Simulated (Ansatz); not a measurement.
Crystal: CuO.

```
Cu O
1.0
     3.17550    0.00000    0.00000
     0.00000    3.17550    0.00000
     0.00000    0.00000    4.64953
Cu O
2 2
Direct
  0.00000 0.00000 0.00000
  0.50000 0.50000 0.00000
  0.50000 0.00000 0.26700
  0.00000 0.50000 0.73300
```

The cell was built by a generator and needn't be a form met in nature.

Base run:

| Item | Value |
| --- | --- |
| Program | Ansatz 0.2.0 |
| Functional | PBE |
| Potentials or basis | Ansatz PAW |
| Cutoff | 420 eV (not typed: the program's choice for these potentials) |
| k mesh | 8 × 8 × 6 |
| Occupations | fermi-dirac, width 0.05 eV |
| Spin | no spin polarisation |
| Hubbard terms | Cu d U = 4 eV |

Its results: band gap on the k mesh none (metal or under the smearing width); pressure 18.3 GPa; largest force 0.460 eV/Å.

**Question.** The run is repeated on the same cell with these changes: hubbard terms from Cu d U = 4 eV to Cu d U = 1 eV. What comes out?

**Answer.** Band gap on the k mesh none (metal or under the smearing width); pressure 17.1 GPa; largest force 0.807 eV/Å.

Caveats: the run has no spin polarisation, though such a crystal can be magnetic; U without spin polarisation on a metal has little footing.
